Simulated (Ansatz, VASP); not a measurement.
**NbP: VASP beside Ansatz**

```
CELL_PARAMETERS angstrom
0.00000 2.79250 2.79250
2.79250 0.00000 2.79250
2.79250 2.79250 0.00000
ATOMIC_POSITIONS crystal
Nb 0.00000 0.00000 0.00000
P 0.25000 0.25000 0.25000
```

Alike in both runs: functional PBE; k mesh 14 × 14 × 14; occupations gaussian, width 0.1 eV; no spin polarisation.

Ansatz relaxed the structure, and its values are those at the end. VASP's run is a single point on that final structure, the one shown.

|  | VASP | Ansatz |
| --- | --- | --- |
| version | VASP 6.6.1 | Ansatz 0.2.0 |
| potentials or method | VASP PAW PBE potentials, release 64 (Nb_sv, P) | scalar-relativistic, plane waves, PAW |
| plane-wave cutoff (eV) | 520 | 420 |
| valence electrons in the cell | 18 | 18 |

VASP gave:

```
gap on the k mesh at the Fermi level (eV) : none
pressure (GPa)                            : -0.3
```

Which values does Ansatz return?

gap on the k mesh at the Fermi level (eV): none; pressure (GPa): 0.0.

A gap of «none» marks a metal or a gap that the smearing closes. With one functional, cell and mesh, what is left measures potentials, basis and numerics.
